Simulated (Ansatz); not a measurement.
# MoS2 (P6_3/mmc) in Ansatz: further runs

The runs below take MoS2 through single point, with PBE.

Program: Ansatz 0.2.0. These are calculated values, not measurements. Logs are shortened: lines on timing, memory, paths and dates and some standing lists are left out, and cuts for length are marked.

**1. The crystal as given**

Symmetry: P6_3/mmc, No. 194, hexagonal system. Conventional cell: a = 3.169 Å, b = 3.169 Å, c = 12.324 Å, α = 90.00°, β = 90.00°, γ = 120.00°. Mo (site symmetry -6m2) is surrounded by 6 S at 2.41 Å. S (site symmetry 3m) has 3 Mo at 2.41 Å as nearest neighbours.

**2. Single point, PBE, 16.79 Å³/atom (volume scaled by 0.94)**

Input file input.yaml:

```yaml
crystal:
  lattice:
    - [3.1043083785, 0.0, 0.0]
    - [-1.5521541893, 2.688409917, 0.0]
    - [0.0, 0.0, 12.0724192038]
  atoms:
    - { symbol: Mo, position: [0.6666666667, 0.3333333333, 0.75] }
    - { symbol: Mo, position: [0.3333333333, 0.6666666667, 0.25] }
    - { symbol: S, position: [0.6666666667, 0.3333333333, 0.377] }
    - { symbol: S, position: [0.3333333333, 0.6666666667, 0.877] }
    - { symbol: S, position: [0.6666666667, 0.3333333333, 0.123] }
    - { symbol: S, position: [0.3333333333, 0.6666666667, 0.623] }
kpoints:
  mp_grid: { grid: [10, 10, 3] }
scf:
  occupations: { method: fermi_dirac, width: 0.05 }
hamiltonian:
  xc: pbe
  pseudopotentials: { kind: all_electron, lapw: { basis_error: 0.001 } }
output:
  forces: true
  stress: true
  eigenvalues: true
```

Potentials or basis: all-electron LAPW, scalar-relativistic.

Command:

```console
ansatz run input.yaml --threads 4 --pin off --max-ram 12288MiB --backend cpu --events-out ev --progress --plain --runs-dir out
```

Standard output:

```text
Warning: RAYON_NUM_THREADS=4 ignored (pool sized by the plan → 4); use --threads N
LAPW: plane waves up to 8.474 Å⁻¹, error target 1.0e-3 eV per atom; small_component_spin mean_spin; S in spheres of 1.048 Å, 14 of its electrons in bands, Dirac shells []; Mo in spheres of 1.310 Å, 30 of its electrons in bands, Dirac shells [] (how accurate: hamiltonian.pseudopotentials.lapw.basis_error, Limitations)
Engine: ansatz 0.2.0, aarch64-unknown-linux-gnu
Pseudopotentials: kind: all_electron
Pseudopotential: Mo, LAPW, valence charge 30, lapw/all_electron/scalar/gaussian/Mo, Koelling and Harmon's equation, gaussian nucleus
Pseudopotential: S, LAPW, valence charge 14, lapw/all_electron/scalar/gaussian/S, Koelling and Harmon's equation, gaussian nucleus
Functional definition: PBE
  parameter kappa = 0.804
  parameter beta = 0.06672455060314922
  exchange = pbe_x(kappa = kappa, mu = beta*pi^2/3)
  correlation = pbe_c(beta = beta)
Crystal: 6 atoms, lattice volume = 100.752 Å³
Basis set: ecut = 273.61679764597653 eV, 1035 PW (Γ), exchange–correlation at level 2
Bands: 70, of which v1, the nominal top of the filled ones, is band 58 counted from 1 (57 counted from 0)
Symmetry: 24 space group operations
Space group: P63/mmc (ITA 194), of the structure as read, at distance tolerance 4.7e-5 Å
k-points: 28 of 300
Non-local potential: Mo, projectors of the file, none
Non-local potential: S, projectors of the file, none
Initial density: superposition of atomic densities (chi_scale 0.1, normalization cell, long waves kept (reshape's long-wave potential 0.14 eV rms))
Initial wavefunctions: plane waves of lowest kinetic energy (no species holds an atomic orbital)
Functional: x = pbe(κ = 0.804, μ = 0.2195149727645171), c = pbe(β = 0.06672455060314922)
iter 1 solved again at ethr=4.67e-3 eV; its pass at ethr=1.00e-1 eV (dr2=5.42e0 eV) is discarded
SCF iter   1: F=—  HF=-263813.899191 eV  |F-HF|=—  |Δ(HF+E_count)|=         —  Δρ=6.56e-2  dr2=5.42e0  ethr=4.67e-3  ⟨swp⟩=2.0  Hψ=13036  notcnv=0
preconditioner: auto → Resta (q_TF=auto, 2.793 Å⁻¹)  ε∞=5.3  [insulator: Δε(μ)=0.828 eV  Ē_g=10.703 eV  σ=0.050 eV  W_gap=1.00  n_scr=40 (ndim 8)  ℏωp=22.2 eV  f_vac=0.065  D(μ)=0.00/eV (n_scr^D=0)  ε∞_Penn≈5.3]
SCF iter   2: F=—  HF=-263812.358012 eV  |F-HF|=—  |Δ(HF+E_count)|=    1.54e0  Δρ=3.46e-2  dr2=4.89e0  ethr=4.67e-3  ⟨swp⟩=3.0  Hψ=5893  notcnv=0
SCF iter   3: F=—  HF=-263811.496121 eV  |F-HF|=—  |Δ(HF+E_count)|=   8.62e-1  Δρ=1.91e-2  dr2=5.45e-1  ethr=4.22e-3  ⟨swp⟩=2.2  Hψ=5264  notcnv=0
iter 4 solved again at ethr=3.21e-5 eV; its pass at ethr=4.70e-4 eV (dr2=3.72e-2 eV) is discarded
SCF iter   4: F=—  HF=-263811.361756 eV  |F-HF|=—  |Δ(HF+E_count)|=         —  Δρ=3.50e-3  dr2=3.71e-2  ethr=3.21e-5  ⟨swp⟩=2.0  Hψ=9996  notcnv=0
the basis was enlarged: its passes take 9.9 MiB over the memory plan, 4 of 4 planned eigensolver slots
SCF iter   5: F=—  HF=-263811.359827 eV  |F-HF|=—  |Δ(HF+E_count)|=   1.93e-3  Δρ=2.47e-3  dr2=1.36e-2  ethr=3.19e-5  ⟨swp⟩=2.0  Hψ=5749  notcnv=0
SCF iter   6: F=—  HF=-263811.357687 eV  |F-HF|=—  |Δ(HF+E_count)|=   2.14e-3  Δρ=7.42e-4  dr2=9.74e-4  ethr=1.17e-5  ⟨swp⟩=2.0  Hψ=5489  notcnv=0
SCF iter   7: F=—  HF=-263811.357817 eV  |F-HF|=—  |Δ(HF+E_count)|=   1.30e-4  Δρ=1.43e-4  dr2=6.06e-5  ethr=8.39e-7  ⟨swp⟩=3.0  Hψ=5576  notcnv=0
SCF iter   8: F=—  HF=-263811.357858 eV  |F-HF|=—  |Δ(HF+E_count)|=   4.14e-5  Δρ=7.33e-5  dr2=1.32e-5  ethr=5.23e-8  ⟨swp⟩=3.0  Hψ=5694  notcnv=0
SCF iter   9: F=—  HF=-263811.357864 eV  |F-HF|=—  |Δ(HF+E_count)|=   5.77e-6  Δρ=1.45e-5  dr2=3.30e-7  ethr=1.14e-8  ⟨swp⟩=3.0  Hψ=5739  notcnv=0
SCF iter  10: F=-263811.357864 eV  HF=-263811.357864 eV  |F-HF|=2.12e-8  |Δ(HF+E_count)|=   1.84e-7  Δρ=3.47e-6  dr2=1.12e-8  ethr=2.84e-10  ⟨swp⟩=3.0  Hψ=5773  notcnv=0
SCF 1 converged in 10 iterations: F = -263811.357864 eV  dr2 = 1.12e-8
SCF converged after 10 iterations
Free energy (F): -263811.357864 eV
Harris-Foulkes:  -263811.357864 eV  (|F-HF|=2.12e-8)
Internal energy: -263811.357861 eV  (E = F + TS)
E sigma→0 (E₀):  -263811.357862 eV
Entropy (-TS):   -0.000004 eV (-0.001 meV/atom)
Fermi energy:    13.784539 eV
--- Per-component energies (eV) ---
  E_band       = -13481.859138
  E_kinetic    = 272022.876747
  E_xc         = -9539.911547
  E_electrostatic = -526294.323060  (all electrons and nuclei)
  E_smearing   = -0.000004  (= −TS)
  E_closure    = 0.000000  (closes the sum)
  E_atoms      = -263768.176214  (free atoms, spherical and without spin; not in F)
  Σ components = -263811.357864   (vs F -263811.357864, Δ=0.00e0)
  Basis errors (estimates in eV, not in F): energy 4.9e-4 per atom: plane waves 4.4e-4 (2.5e-4 summed), levels above the bands 5.6e-65, relativity 2.9e-8, radial functions 4.6e-5, core shells 5.3e-7; eigenvalues (radial functions only) 1.0e-6; not estimated: angular momenta, meshes, grids; target (lapw.basis_error) 1.0e-3; muffin-tin radii S 1.048 Å, Mo 1.310 Å
--- Forces (eV/Å), atoms counted from 1 ---
  atom   1  Mo    -0.00000000    -0.00000000     0.00000000
  atom   2  Mo     0.00000000     0.00000000     0.00000000
  atom   3  S     -0.00000000    -0.00000000     1.00773971
  atom   4  S      0.00000000    -0.00000000     1.00773971
  atom   5  S     -0.00000000    -0.00000000    -1.00773971
  atom   6  S      0.00000000     0.00000000    -1.00773971
  max |Σ_I F_I| component: 7.81e-18 eV/Å
--- Stress (GPa, compression-positive) ---
       12.241797      -0.000000       0.000000
       -0.000000      12.241797       0.000000
        0.000000       0.000000      13.825553
  P = ⅓ Tr σ = 12.7697 GPa (127.697 kbar)
--- Band table (eV; the first three rows and the last of 28) ---
  k-point 0: bands = ["-362.8984", "-362.8984", "-362.8783", "-362.8783", "-362.8783", "-362.8783", "-204.7778", "-204.7778", "-204.7778", "-204.7778", "-204.7671", "-204.7671", "-204.7566", "-204.7566", "-204.7566", "-204.7566", "-192.6320", "-192.6320", "-192.6320", "-192.6320", "-137.4223", "-137.4223", "-137.4223", "-137.4223", "-137.4222", "-137.4222", "-137.4222", "-137.4222", "-137.3705", "-137.3705", "-137.3705", "-137.3705", "-48.1392", "-48.1392", "-22.3490", "-22.3489", "-22.0518", "-22.0518", "-22.0518", "-22.0518", "-2.0351", "-1.7327", "-0.6846", "-0.1689", "6.0503", "7.1691", "9.6310", "9.8283", "9.8283", "9.8413", "9.8413", "11.0300", "11.0300", "11.0799", "11.0799", "12.0305", "12.1555", "13.3991", "15.5783", "15.5783", "15.6039", "15.6039", "15.8170", "15.8170", "16.0185", "16.0185", "19.1375", "19.1564", "21.6183", "22.1438"]
  k-point 1: bands = ["-362.8984", "-362.8984", "-362.8783", "-362.8783", "-362.8783", "-362.8783", "-204.7778", "-204.7778", "-204.7778", "-204.7778", "-204.7671", "-204.7671", "-204.7566", "-204.7566", "-204.7566", "-204.7566", "-192.6320", "-192.6320", "-192.6320", "-192.6320", "-137.4223", "-137.4223", "-137.4223", "-137.4223", "-137.4222", "-137.4222", "-137.4222", "-137.4222", "-137.3705", "-137.3705", "-137.3705", "-137.3705", "-48.1392", "-48.1392", "-22.3490", "-22.3489", "-22.0518", "-22.0518", "-22.0518", "-22.0518", "-1.9749", "-1.8284", "-0.5386", "-0.2856", "6.2757", "6.8125", "9.8315", "9.8315", "9.8379", "9.8379", "10.1336", "11.0425", "11.0425", "11.0674", "11.0674", "11.1162", "12.8384", "13.2654", "15.5796", "15.5796", "15.5904", "15.5904", "15.8740", "15.8740", "15.9727", "15.9727", "19.1418", "19.1512", "21.7285", "21.9918"]
  k-point 2: bands = ["-362.8984", "-362.8984", "-362.8783", "-362.8783", "-362.8783", "-362.8783", "-204.7778", "-204.7778", "-204.7778", "-204.7778", "-204.7671", "-204.7671", "-204.7566", "-204.7566", "-204.7566", "-204.7566", "-192.6320", "-192.6320", "-192.6320", "-192.6320", "-137.4223", "-137.4223", "-137.4223", "-137.4223", "-137.4223", "-137.4222", "-137.4222", "-137.4222", "-137.3705", "-137.3705", "-137.3705", "-137.3705", "-48.1342", "-48.1342", "-22.3392", "-22.3391", "-22.1003", "-22.1003", "-22.0626", "-22.0626", "-1.8691", "-1.5686", "-0.6101", "-0.1170", "6.2315", "7.3425", "9.3054", "9.4877", "9.5133", "9.9973", "10.0186", "10.4674", "10.7745", "10.8316", "11.2058", "12.0506", "12.3389", "13.0800", "15.4179", "15.4877", "15.4996", "15.6123", "15.6762", "15.8319", "15.8482", "15.9149", "19.8588", "19.8790", "22.0758", "22.1912"]
  k-point 27: bands = ["-362.8984", "-362.8984", "-362.8783", "-362.8783", "-362.8783", "-362.8783", "-204.7778", "-204.7778", "-204.7778", "-204.7778", "-204.7671", "-204.7671", "-204.7566", "-204.7566", "-204.7566", "-204.7566", "-192.6320", "-192.6320", "-192.6320", "-192.6320", "-137.4223", "-137.4223", "-137.4223", "-137.4223", "-137.4223", "-137.4223", "-137.4223", "-137.4223", "-137.3705", "-137.3705", "-137.3705", "-137.3705", "-48.0802", "-48.0802", "-22.4435", "-22.4435", "-22.3332", "-22.3332", "-22.2344", "-22.2344", "0.4800", "0.4884", "0.5410", "0.5479", "6.8054", "6.8877", "7.3826", "7.4735", "8.4865", "8.5367", "8.7799", "8.8546", "9.5229", "9.7144", "10.4041", "10.6286", "12.3976", "12.4899", "14.5963", "14.6396", "15.4599", "15.9714", "16.3106", "16.3884", "17.7674", "17.9789", "19.8057", "20.2870", "20.8521", "21.1645"]
```

Wall time 16 s (4 threads of Arm Neoverse V2, shared host); peak memory 0.69 GiB.

Results:

```
Free energy            : -263811.3579 eV
Pressure               : 12.8 GPa
Largest force          : 1.008 eV/Å
Band gap on the k mesh : 0.87 eV, indirect (least direct gap 2.03 eV)
```

Caveat: an odd mesh through Γ misses points on the zone boundary, where band edges often lie; this functional lacks dispersion, which binds the layers, so the pressure and a relaxed spacing across them are unreliable; forces of over 1 eV/Å show positions far from the minimum, so gaps and moduli don't describe the material at rest.

**3. Single point, PBE, 17.15 Å³/atom (volume scaled by 0.96)**

input.yaml: that of step 2 with these lines changed.

```diff
@@ -2,5 +2,5 @@
   lattice:
-    - [3.1043083785, 0.0, 0.0]
-    - [-1.5521541893, 2.688409917, 0.0]
-    - [0.0, 0.0, 12.0724192038]
+    - [3.1261704254, 0.0, 0.0]
+    - [-1.5630852127, 2.707343005, 0.0]
+    - [0.0, 0.0, 12.1574390416]
   atoms:
```

Potentials or basis: all-electron LAPW, scalar-relativistic.

Command:

```console
ansatz run input.yaml --threads 4 --pin off --max-ram 12288MiB --backend cpu --events-out ev --progress --plain --runs-dir out
```

Wall time 15 s (4 threads of Arm Neoverse V2, shared host); peak memory 0.68 GiB.

It converged, with:

* Free energy: -263811.5016 eV
* Pressure: 8.8 GPa
* Largest force: 0.622 eV/Å
* Band gap on the k mesh: 0.89 eV, indirect (least direct gap 1.97 eV)

Caveat: an odd mesh through Γ misses points on the zone boundary, where band edges often lie; this functional lacks dispersion, which binds the layers, so the pressure and a relaxed spacing across them are unreliable.

**4. Single point, PBE, 17.51 Å³/atom (volume scaled by 0.98)**

input.yaml: that of step 3 with these lines changed.

```diff
@@ -2,5 +2,5 @@
   lattice:
-    - [3.1261704254, 0.0, 0.0]
-    - [-1.5630852127, 2.707343005, 0.0]
-    - [0.0, 0.0, 12.1574390416]
+    - [3.1477309028, 0.0, 0.0]
+    - [-1.5738654514, 2.7260149261, 0.0]
+    - [0.0, 0.0, 12.2412860984]
   atoms:
```

Command:

```console
ansatz run input.yaml --threads 4 --pin off --max-ram 12288MiB --backend cpu --events-out ev --progress --plain --runs-dir out
```

Run time: 16 s. Hardware: 4 threads of Arm Neoverse V2, shared host; peak memory 0.68 GiB.

Results (log left out):

```yaml
Free_energy: -263811.5948 eV
Pressure: 5.2 GPa
Largest_force: 0.265 eV/Å
Band_gap_on_the_k_mesh: 0.91 eV, indirect (least direct gap 1.92 eV)
```

Caveat: an odd mesh through Γ misses points on the zone boundary, where band edges often lie; this functional lacks dispersion, which binds the layers, so the pressure and a relaxed spacing across them are unreliable.

**5. Single point, PBE, 17.86 Å³/atom**

input.yaml: that of step 4 with these lines changed.

```diff
@@ -2,5 +2,5 @@
   lattice:
-    - [3.1477309028, 0.0, 0.0]
-    - [-1.5738654514, 2.7260149261, 0.0]
-    - [0.0, 0.0, 12.2412860984]
+    - [3.169, 0.0, 0.0]
+    - [-1.5845, 2.7444345046, 0.0]
+    - [0.0, 0.0, 12.324]
   atoms:
```

Command:

```console
ansatz run input.yaml --threads 4 --pin off --max-ram 12288MiB --backend cpu --events-out ev --progress --plain --runs-dir out
```

Run time: 15 s. Hardware: 4 threads of Arm Neoverse V2, shared host; peak memory 0.69 GiB.

It converged, with:

| Item | Value |
| --- | --- |
| Free energy | -263811.6428 eV |
| Pressure | 2.0 GPa |
| Largest force | 0.064 eV/Å |
| Band gap on the k mesh | 0.93 eV, indirect (least direct gap 1.87 eV) |

Caveat: an odd mesh through Γ misses points on the zone boundary, where band edges often lie; this functional lacks dispersion, which binds the layers, so the pressure and a relaxed spacing across them are unreliable.

**6. Single point, PBE, 18.22 Å³/atom (volume scaled by 1.02)**

input.yaml: that of step 5 with these lines changed.

```diff
@@ -2,5 +2,5 @@
   lattice:
-    - [3.169, 0.0, 0.0]
-    - [-1.5845, 2.7444345046, 0.0]
-    - [0.0, 0.0, 12.324]
+    - [3.1899873666, 0.0, 0.0]
+    - [-1.5949936833, 2.7626100972, 0.0]
+    - [0.0, 0.0, 12.4056182726]
   atoms:
```

Potentials or basis: all-electron LAPW, scalar-relativistic.

Command:

```console
ansatz run input.yaml --threads 4 --pin off --max-ram 12288MiB --backend cpu --events-out ev --progress --plain --runs-dir out
```

Run time: 15 s. Hardware: 4 threads of Arm Neoverse V2, shared host; peak memory 0.68 GiB.

The run converged. Its results:

| Quantity | Value |
| --- | --- |
| Free energy | -263811.6500 eV |
| Pressure | -0.9 GPa |
| Largest force | 0.369 eV/Å |
| Band gap on the k mesh | 0.95 eV, indirect (least direct gap 1.82 eV) |

Caveat: an odd mesh through Γ misses points on the zone boundary, where band edges often lie; this functional lacks dispersion, which binds the layers, so the pressure and a relaxed spacing across them are unreliable.

**7. Single point, PBE, 18.58 Å³/atom (volume scaled by 1.04)**

input.yaml: that of step 6 with these lines changed.

```diff
@@ -2,5 +2,5 @@
   lattice:
-    - [3.1899873666, 0.0, 0.0]
-    - [-1.5949936833, 2.7626100972, 0.0]
-    - [0.0, 0.0, 12.4056182726]
+    - [3.2107021507, 0.0, 0.0]
+    - [-1.6053510754, 2.7805496265, 0.0]
+    - [0.0, 0.0, 12.4861764927]
   atoms:
```

Command:

```console
ansatz run input.yaml --threads 4 --pin off --max-ram 12288MiB --backend cpu --events-out ev --progress --plain --runs-dir out
```

Wall time 15 s (4 threads of Arm Neoverse V2, shared host); peak memory 0.68 GiB.

The run converged. Its results:

| Quantity | Value |
| --- | --- |
| Free energy | -263811.6206 eV |
| Pressure | -3.5 GPa |
| Largest force | 0.651 eV/Å |
| Band gap on the k mesh | 0.96 eV, indirect (least direct gap 1.77 eV) |

Caveat: an odd mesh through Γ misses points on the zone boundary, where band edges often lie; this functional lacks dispersion, which binds the layers, so the pressure and a relaxed spacing across them are unreliable.

**8. Single point, PBE, 18.94 Å³/atom (volume scaled by 1.06)**

input.yaml: that of step 7 with these lines changed.

```diff
@@ -2,5 +2,5 @@
   lattice:
-    - [3.2107021507, 0.0, 0.0]
-    - [-1.6053510754, 2.7805496265, 0.0]
-    - [0.0, 0.0, 12.4861764927]
+    - [3.2311530343, 0.0, 0.0]
+    - [-1.6155765171, 2.7982606112, 0.0]
+    - [0.0, 0.0, 12.5657084235]
   atoms:
```

Command:

```console
ansatz run input.yaml --threads 4 --pin off --max-ram 12288MiB --backend cpu --events-out ev --progress --plain --runs-dir out
```

Run time: 15 s. Hardware: 4 threads of Arm Neoverse V2, shared host; peak memory 0.69 GiB.

It converged, with:

| Property | Result |
| --- | --- |
| Free energy | -263811.5583 eV |
| Pressure | -5.8 GPa |
| Largest force | 0.912 eV/Å |
| Band gap on the k mesh | 0.97 eV, indirect (least direct gap 1.73 eV) |

Caveat: an odd mesh through Γ misses points on the zone boundary, where band edges often lie; this functional lacks dispersion, which binds the layers, so the pressure and a relaxed spacing across them are unreliable.

**9. The reference run**

An earlier run on the cell as given: functional PBE; potentials or basis all-electron LAPW, scalar-relativistic; cutoff 261 eV (chosen from the basis error); basis error allowed 0.001 eV/atom; k mesh 10 × 10 × 3; occupations fermi-dirac, width 0.05 eV; no spin polarisation.

* Pressure: 2.0 GPa
* Largest force: 0.064 eV/Å
* Band gap on the k mesh: 0.93 eV, indirect (least direct gap 1.87 eV)
